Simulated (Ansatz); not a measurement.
# KTaO3: the cost of one run

Program: Ansatz 0.2.0. Level of theory: DFT PBE, scalar-relativistic, plane waves, PAW. These are calculated values, not measurements.

2 further runs of the same task are left out: 1 that didn't finish, 1 set aside as unsound or not needed. Runs told in other sessions of the task aren't counted.

## (1) The structure to begin with

Symmetry: Pm-3m, No. 221, cubic system. The conventional cell has a = 4.024 Å, b = 4.024 Å, c = 4.024 Å, α = 90.00°, β = 90.00°, γ = 90.00°. Around K (site symmetry m-3m) lie 12 O at 2.85 Å. Ta (site symmetry m-3m) is surrounded by 6 O at 2.01 Å. O (site symmetry 4/mmm) has 2 Ta at 2.01 Å and 4 K at 2.85 Å in its first shell of neighbours.

Coordinates:

```
CELL_PARAMETERS angstrom
4.02442 0.00000 0.00000
0.00000 4.02442 0.00000
0.00000 0.00000 4.02442
ATOMIC_POSITIONS crystal
K 0.00000 0.00000 0.00000
Ta 0.50000 0.50000 0.50000
O 0.50000 0.00000 0.50000
O 0.50000 0.50000 0.00000
O 0.00000 0.50000 0.50000
```

It is the end of an earlier relaxation with the same method, from a generated guess; it is a trial structure. At a tolerance of 0.02 Å it has space group Pm-3m (No. 221); it has 13.04 Å³/atom, an uncorrected energy of -2.66 eV/atom over the elements and, on its mesh, gap 2.16 eV.

## (2) Volume × 0.97

Contents of input.yaml:

```yaml
crystal:
  lattice:
    - [3.9837658679, 0.0, 0.0]
    - [0.0, 3.9837658679, 0.0]
    - [0.0, 0.0, 3.9837658679]
  atoms:
    - { symbol: K, position: [0.0, 0.0, 0.0] }
    - { symbol: Ta, position: [0.5, 0.5, 0.5] }
    - { symbol: O, position: [0.5, 0.0, 0.5] }
    - { symbol: O, position: [0.5, 0.5, 0.0] }
    - { symbol: O, position: [0.0, 0.5, 0.5] }
basis:
  ecutwfc: 420
kpoints:
  mp_grid: { grid: [8, 8, 8] }
hamiltonian:
  xc: pbe
scf:
  occupations: { method: gaussian, width: 0.02 }
output:
  forces: true
  stress: true
  eigenvalues: true
```

Run with:

```sh
> ansatz run input.yaml --threads 1 --pin off --max-ram 2560MiB --backend cpu --events-out ev --progress --plain --runs-dir out
```

What time and memory should one allow on 1 thread of Intel Xeon at 2.50GHz (Skylake/Cascade Lake), shared host?

About 6.3 s, with a peak of 0.37 GiB.
